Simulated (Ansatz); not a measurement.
Equation of state of Zr from a dense series

```yaml
crystal:
  lattice:
    - [3.23200, 0.00000, 0.00000]
    - [-1.61600, 2.79899, 0.00000]
    - [0.00000, 0.00000, 5.14700]
  atoms:
    - { symbol: Zr, position: [0.33333, 0.66667, 0.25000] }
    - { symbol: Zr, position: [0.66667, 0.33333, 0.75000] }
```

Atom numbers follow the list: Zr1, Zr2.

The cell is COD entry 9008523, as deposited and not checked against the literature; nothing was relaxed.

All numbers below come from DFT, PBE, all-electron LAPW, scalar-relativistic in Ansatz 0.2.0.

The runs use a Γ-centred 13×13×7 k mesh, Fermi–Dirac smearing of 0.08 eV, basis error target 1 meV/atom, no spin polarisation.

The cell is scaled evenly. Fractional coordinates are held (clamped ions).

```tsv
V (Å³/atom)	P (GPa)
22.117	5.83
22.350	4.67
22.699	3.03
22.815	2.50
23.048	1.49
23.281	0.51
23.514	-0.42
23.746	-1.32
23.863	-1.75
24.212	-2.99
24.445	-3.78
24.678	-4.53
```

Problem. Fit a third-order Birch–Murnaghan curve to the pressures.

Solution. P = (3B0/2)(y^(7/2) − y^(5/2))[1 + (3/4)(B0′ − 4)(y − 1)] with y = (V0/V)^(2/3) fits within 0.01 GPa for V0 = 23.407 Å³/atom, B0 = 93.6 GPa and B0′ = 3.32.

Problem. Predict the pressure at the withheld volume, 21.884 Å³/atom.

Solution. There y = 1.0459, so the fit gives 7.04 GPa; the run gave 7.03 GPa.
